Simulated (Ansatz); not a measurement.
Reactions of CH₇FSi₂, SMILES `F[SiH2]C[SiH3]`.

Program: Ansatz. Geometries: PBE0-D4/def2-TZVP. ΔE: electronic, gas phase. CCSD(T)/CBS adds triple-zeta CCSD(T) − MP2 to the extrapolated MP2 energy (def2 sets, frozen cores). This one scheme is used for every species. Functionals use def2-TZVPP. B3LYP here is the variant with VWN-RPA as its local correlation; programs differ in this. Open shells (•) are unrestricted, without spin–orbit coupling. def2 core potentials past Kr. For I, Se, Te outer-core shells are correlated without core-valence functions, which leaves a few kJ/mol of doubt a bond. Scalar relativity is left out up to krypton. Each species was taken in one conformer, which may not be the lowest.

```csv
reaction,B3LYP-D4 (eV),MP2/CBS(def2) (eV)
`F[SiH2]C[SiH3]` + `F[C](F)F`• → `F[SiH2]C[SiH2]`• + `FC(F)F`,-0.62,-0.74
`F[SiH2]C[SiH3]` + H₂Te → `[SiH3]C[SiH2][TeH]` + H–F,0.81,0.60
`F[SiH2]C[SiH3]` + H₂Se → `[SiH3]C[SiH2][SeH]` + H–F,0.79,0.64
`F[SiH2]C[SiH3]` + CH₃OH → `CO[SiH2]C[SiH3]` + H–F,0.44,0.39
`F[SiH2]C[SiH3]` → `FC[SiH3]` + `[SiH2]`,4.95,5.49
`F[SiH2]C[SiH3]` + `[OH][AlH][SiH3]` → `[SiH3][O][AlH][SiH3]` + `C[SiH2]F`,-1.13,-1.09
`F[SiH2]C[SiH3]` + HI → `[SiH3]C[SiH2]I` + H–F,0.54,0.32
`F[SiH2]C[SiH3]` + `CN[SiH2]Cl` → `CN([SiH2]F)[SiH2]Cl` + `C[SiH3]`,-0.66,-0.68
`F[SiH2]C[SiH3]` + `NC(F)S` → `NC([SiH3])S` + `FC[SiH2]F`,0.82,0.84
`F[SiH2]C[SiH3]` + `NC(O)(O)F` → `NC(O)(O)[SiH2]F` + `FC[SiH3]`,1.41,1.56
```

**Question.** Give the CCSD(T)/CBS values in the same order. (Estimate.)

**Answer.** The calculation gave: -0.69, 0.71, 0.70, 0.41, 5.14, -1.08, 0.42, -0.65, 0.83, 1.51 eV.

Largest T1 diagnostic: 0.014, for `F[C](F)F`•.
